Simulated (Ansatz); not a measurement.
**Tuning gaps by epitaxial strain**

Plane-wave DFT in Ansatz, PBEsol, scalar-relativistic PAW potentials, cutoff 420 eV, no spin-orbit coupling; no spin polarisation. Equal strain along a and b of the conventional cell, c and the atoms relaxed; gaps sought over the whole zone. A star marks a structure that wasn't matched here to a measured phase, so it may never have been made and needn't be stable; unstarred phases aren't always the most stable ones.

```tsv
crystal	strain: gap (eV)
BP (F-43m)	-4.5 %: 0.493; -3.0 %: 0.706; -1.5 %: 0.913; +0.0 %: 1.113; +1.5 %: 0.817; +3.0 %: 0.536; +4.5 %: 0.267
Al₃GaN₄ (P-43m)*	-3.0 %: 3.124; -1.5 %: 3.222; +0.0 %: 3.316; +1.5 %: 3.136; +3.0 %: 2.975
SnO₂ (P4_2/mnm)	-4.5 %: 1.353; -3.0 %: 1.203; -1.5 %: 1.058; +0.0 %: 0.920; +1.5 %: 0.797; +3.0 %: 0.696; +4.5 %: 0.620
ZnSe (F-43m)	-6.0 %: 1.184; -4.0 %: 1.224; -2.0 %: 1.241; +0.0 %: 1.239; +2.0 %: 1.074; +4.0 %: 0.923; +6.0 %: 0.784
```

Task: What are the slopes on either side of zero strain, and why can they differ?

Result: BP (F-43m) +133 and -197; Al₃GaN₄ (P-43m)* +63 and -120; SnO₂ (P4_2/mnm) -92 and -82; ZnSe (F-43m) -1 and -83 meV per % (over the first step on the compressive side, then on the tensile side; a positive slope means the gap grows as the plane is stretched). The slope drops from the first side to the second in BP (F-43m), Al₃GaN₄ (P-43m)*, ZnSe (F-43m). The gap is the smallest distance between any valence top and conduction valley, so its slope drops where another pair takes over. In BP (F-43m), Al₃GaN₄ (P-43m)*, ZnSe (F-43m) the shear part of the strain lowers the cubic symmetry and splits a degenerate band edge or a set of equal valleys, and whichever member moves into the gap sets it on each side of zero. Relaxations kept the strained cell's symmetry, so distortions at large strain weren't sought, and coherent films seldom hold more than 2 to 3 %. Splitting by shear is how strain cuts scattering and transport mass in Si and Ge channels; masses under strain weren't computed. The slope of one pair of band edges is as a rule more reliable than the Kohn–Sham gap, while the strain at which pairs cross shifts with the functional.

Cost: about 12 core-minutes for the runs cited, on Arm Neoverse V2, Intel Xeon Processor @ 2.70GHz, Intel Xeon Platinum 8488C (Sapphire Rapids) and other processors (shared hosts).